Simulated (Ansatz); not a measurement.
## Cu2O (Cuprite) in Ansatz: the effect of functional

Crystal: Cu2O (Cuprite).

```
Cu O
1.0
     4.20243    0.00000    0.00000
     0.00000    4.20243    0.00000
     0.00000    0.00000    4.20243
Cu O
4 2
Cartesian
  3.1518 1.0506 3.1518
  3.1518 3.1518 1.0506
  1.0506 3.1518 3.1518
  1.0506 1.0506 1.0506
  2.1012 2.1012 2.1012
  0.0000 0.0000 0.0000
```

The cell isn't the ideal one: volume scaled by 0.96.

Alike in all runs:

```yaml
Program: Ansatz 0.2.0
Task: single point
Potentials_or_basis: Ansatz PAW
k_mesh: 6 × 6 × 6
Occupations: fermi-dirac, width 0.05 eV
Spin: no spin polarisation
```

**Question.** One run gave: gap on the mesh 0.60 eV; pressure 2.0 GPa. Which functional did it use?
A. PBEsol
B. r2SCAN
C. LDA

**Answer.** A.

```tsv
functional	cutoff	gap on the mesh (eV)	pressure (GPa)
PBEsol	420 eV (not typed: the program's choice for these potentials)	0.60	2.0
LDA	420 eV (not typed: the program's choice for these potentials)	0.64	-3.6
r2SCAN	500 eV (not typed: the program's choice for these potentials)	0.87	4.2
```

Caveats: the PAW data sets come from PBE, with cores solved anew for the run's functional, which leaves a small shift of forces and pressure.

A k mesh can miss the band edges.

Runs at the PBE level aren't shown here.
